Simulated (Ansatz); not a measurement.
How settings move the G0W0 gap of LiF (wurtzite)

LiF built on the wurtzite prototype, relaxed with r2SCAN; one-shot G0W0 in Ansatz without spin-orbit coupling. (Calculated; spin-unpolarised; the phase may be known or hypothetical.)

```
CELL_PARAMETERS angstrom
3.08101 0.00000 0.00000
-1.54051 2.66824 0.00000
0.00000 0.00000 4.78534
ATOMIC_POSITIONS crystal
Li 0.33333 0.66667 0.99257
Li 0.66667 0.33333 0.49257
F 0.33333 0.66667 0.38243
F 0.66667 0.33333 0.88243
```

Gaps are read over the mesh points alone. G0W0 here is at a finite number of bands, screening cutoff and k mesh, not at the basis limit.
```
 start       potentials      frequency model   mesh  empty bands  screening cutoff (eV)  Kohn-Sham gap (eV)  G0W0 gap (eV)       rough cost
   PBE              PAW  contour deformation  6×6×4           63                     80                7.85          11.87  50 core-seconds
   PBE              PAW  contour deformation  6×6×4          147                    140                7.85          11.96   3 core-minutes
   PBE              PAW  contour deformation  6×6×4          271                    210                7.85          12.14  17 core-minutes
 HSE06              PAW  contour deformation  6×6×4          147                    140               10.03          12.93   5 core-minutes
   LDA              PAW  contour deformation  6×6×4          147                    140                7.53          11.93   4 core-minutes
r2SCAN              PAW  contour deformation  6×6×4          147                    140                8.58          12.36   4 core-minutes
   PBE              PAW     Godby-Needs pole  6×6×4          147                    140                7.85          11.97   4 core-minutes
   PBE              PAW  contour deformation  9×9×4           63                     80                7.85          11.87   4 core-minutes
   PBE  norm-conserving  contour deformation  6×6×4          147                    140                7.83          11.95   7 core-minutes
```

G0W0 moves the gap on the mesh from 7.85 eV (PBE) to 12.14 eV (direct at Γ). Renormalisation factors Z lie between 0.81 and 0.90.

Raising bands and cutoff together moves the gap by +0.09 eV (80 to 140 eV), then +0.18 eV (140 to 210 eV); the last step is still large, so the basis limit isn't reached. Starting from HSE06 (10.03 eV against PBE's 7.85 eV) gives 12.93 eV, +0.97 eV from G0W0@PBE at the same screening cutoff. Starting from LDA (7.53 eV against PBE's 7.85 eV) gives 11.93 eV, -0.03 eV from G0W0@PBE at the same screening cutoff. Starting from r2SCAN (8.58 eV against PBE's 7.85 eV) gives 12.36 eV, +0.40 eV from G0W0@PBE at the same screening cutoff. The Godby-Needs plasmon pole differs from contour deformation by +0.01 eV. A 9×9×4 mesh in place of 6×6×4 changes the opening over PBE by 0.00 eV (the gap on the mesh by 0.00 eV). Norm-conserving potentials (wave cutoff 1320 eV against 420 eV) shift the quasiparticle gap by -0.01 eV and the PBE gap by -0.02 eV. r2SCAN runs take a wave cutoff of 500 eV.
